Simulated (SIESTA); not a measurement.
The system is CdSe.

```
Cd Se
1.0
     0.00000    3.07027    3.07027
     3.07027    0.00000    3.07027
     3.07027    3.07027    0.00000
Cd Se
1 1
Cartesian
  0.0000 0.0000 0.0000
  1.5351 1.5351 1.5351
```

Measurements of this composition are mostly on another form, of space group No. 186.

Base run:

- Program: SIESTA 5.4.2
- Functional: PBE
- Potentials or basis: PseudoDojo 0.4 standard (PBE files)
- Basis: TZDP (energy shift 0.002 Ry)
- Grid cutoff: 800 Ry
- Energy shift: 0.002 Ry
- k mesh: 8 × 8 × 8
- Occupations: fermi-dirac, width 0.05 eV
- Spin: no spin polarisation

Its results: band gap on the k mesh 0.73 eV, direct; pressure 2.3 GPa.

Task: After a change of settings the same cell gave: band gap on the k mesh 0.73 eV, direct; pressure -5.1 GPa. Which change was it?
A. functional from PBE to APBE; basis from TZDP (energy shift 0.002 Ry) to DZP (energy shift 0.002 Ry)
B. potentials or basis from PseudoDojo 0.4 standard (PBE files) to Ansatz (PBE files); basis from TZDP (energy shift 0.002 Ry) to DZP (energy shift 0.002 Ry)
C. basis from TZDP (energy shift 0.002 Ry) to TZP (energy shift 0.02 Ry); energy shift from 0.002 Ry to 0.02 Ry
D. functional from PBE to PW91; basis from TZDP (energy shift 0.002 Ry) to DZP (energy shift 0.002 Ry)

Result: C.

Caveats: semicore shells carry a single zeta, which can move pressures by several GPa and volumes by a few percent; the basis of atomic orbitals isn't converged, which shifts pressures, moduli and gaps.
